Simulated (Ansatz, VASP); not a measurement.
# One calculation of C, two programs

```xyz
2
Lattice="0.0000 1.8369 1.7566 1.8369 0.0000 1.7566 1.8369 1.8369 0.0000" Properties=species:S:1:pos:R:3 pbc="T T T"
C     1.8369    1.8369    1.7566
C     2.7554    2.7554    2.6350
```

Change from the starting cell: strain +0.030 along x and y, -0.015 along z, atoms carried along.

Alike in both runs: task single point; functional PBE; k mesh 12 × 12 × 12; occupations gaussian, width 0.05 eV; no spin polarisation.

|  | VASP | Ansatz |
| --- | --- | --- |
| version | VASP 6.6.1 | Ansatz 0.2.0 |
| potentials or method | VASP PAW PBE potentials, release 64 (C) | scalar-relativistic, plane waves, PAW |
| plane-wave cutoff (eV) | 520 | 420 |
| valence electrons in the cell | 8 | 8 |

Ansatz gave:

* gap on the k mesh at the Fermi level (eV): 2.99
* least direct gap on the mesh (eV): 4.72
* pressure (GPa): -16.0
* largest component of the traceless stress (GPa): 25.20

Question: Which values does VASP return?

Answer: gap on the k mesh at the Fermi level (eV): 2.98; least direct gap on the mesh (eV): 4.71; pressure (GPa): -15.5; largest component of the traceless stress (GPa): 25.19.

The functional is the same, so the differences come from potentials, cutoffs and numerics.

Caveats: so large a pressure means that the cell lies far from this level's equilibrium, or that cutoff or potentials fall short (VASP).
